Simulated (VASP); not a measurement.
Here is a VASP 6.6.1 calculation.

The input INCAR:

```
PREC     = Normal         # precision mode
ENCUT    = 520            # plane-wave cutoff, eV
EDIFF    = 1E-4           # SCF threshold, eV
ISMEAR   = 0              # smearing method
SIGMA    = 0.15           # smearing width, eV
LREAL    = False          # projectors in reciprocal space
LASPH    = True           # aspherical terms in the spheres
NELM     = 60             # most SCF steps
ALGO     = Fast           # electronic algorithm
ISIF     = 3              # what is computed and relaxed
LWAVE    = False          # write WAVECAR
LCHARG   = False          # write CHGCAR
GGA      = PE             # functional
IBRION   = 2              # ionic algorithm
NSW      = 24             # ionic steps
EDIFFG   = -0.08          # ionic threshold
KPAR     = 2
```

File KPOINTS:

```
Automatic mesh
0
Gamma
  5 5 2
```

POSCAR

```
HfSiO4
1.0
    3.2598738500      0.0000000000      0.0000000000
   -1.6299369300      2.8231335700      0.0000000000
    0.0000000000      0.0000000000      6.5942824500
Hf Si O
1 1 4
Direct
    0.0000000000      0.0000000000      0.5000000000
    0.0000000000      0.0000000000      0.0000000000
    0.3333333300      0.6666666700      0.7665540000
    0.3333333300      0.6666666700      0.2334460000
    0.6666666700      0.3333333300      0.7665540000
    0.6666666700      0.3333333300      0.2334460000
```

Potentials or basis: VASP PAW PBE potentials, release 64 (Hf_pv, Si, O).

Launch:

```sh
$ cat potpaw_PBE.64/Hf_pv/POTCAR potpaw_PBE.64/Si/POTCAR potpaw_PBE.64/O/POTCAR > POTCAR
$ mpirun -np 2 vasp_std > vasp.out
```

(1) Estimate the band gap on the k mesh.

(2) Estimate the space group after relaxing (to 0.05 Å).

(3) What does it give for the relaxed cell?

(4) What does it give for the relaxed volume?

Answers

(1) none (metal or under the smearing width).

(2) P6/mmm (No. 191).

(3) a = 3.590 Å, b = 3.590 Å, c = 5.648 Å, α = 90.00°, β = 90.00°, γ = 120.00°.

(4) 10.50 Å³/atom.

Caveat: the k mesh is coarse (spacing up to 0.48 Å⁻¹), so the values aren't converged.
